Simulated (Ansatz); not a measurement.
**Stress against strain in Be**

```
CELL_PARAMETERS angstrom
3.74681 0.00000 0.00000
0.00000 3.74681 0.00000
0.00000 0.00000 2.28128
ATOMIC_POSITIONS crystal
Be 0.29741 0.29741 0.00000
Be 0.70259 0.70259 0.00000
Be 0.20259 0.79741 0.50000
Be 0.79741 0.20259 0.50000
```

Atoms are numbered in the order listed.

The cell is the one relaxed in the Materials Project (mp-1008501), not relaxed further here; entries there can be hypothetical.

The calculation used DFT, PBE, all-electron LAPW, scalar-relativistic in Ansatz 0.2.0.

The runs use a Γ-centred 9×9×14 k mesh, Fermi–Dirac smearing of 0.05 eV, basis error target 1 meV/atom, no spin polarisation.

The strain is applied along the Cartesian axes of the cell as listed (γ is the engineering shear, twice εxy = εyz = εzx). Fractional coordinates are held (clamped ions).

σ is the change of stress from the unstrained cell, which is at -0.05 GPa; tension is positive, so slopes are stress–strain coefficients at that pressure. In a metal the k mesh adds noise.

Only quantities that a quadratic follows smoothly over the whole series are listed; rougher ones are left out.

```
      γ  σxy (GPa)  σyz (GPa)
-0.0300      -3.75      -4.92
-0.0200      -2.58      -3.29
-0.0100      -1.33      -1.65
 0.0000       0.00       0.00
 0.0200       2.71       3.42
 0.0300       4.03       5.18
```

Fit the series and read off the stiffness at zero strain.

Least-squares fits y = p0 + p1 x + p2 x² to the rows give σxy (GPa): p1 = 131, p2 = 170; σyz (GPa): p1 = 168, p2 = 140.

One run, at γ = 0.0100, is withheld. Predict its row.

The fits give 1.31, 1.70; the run gave 1.36, 1.68.
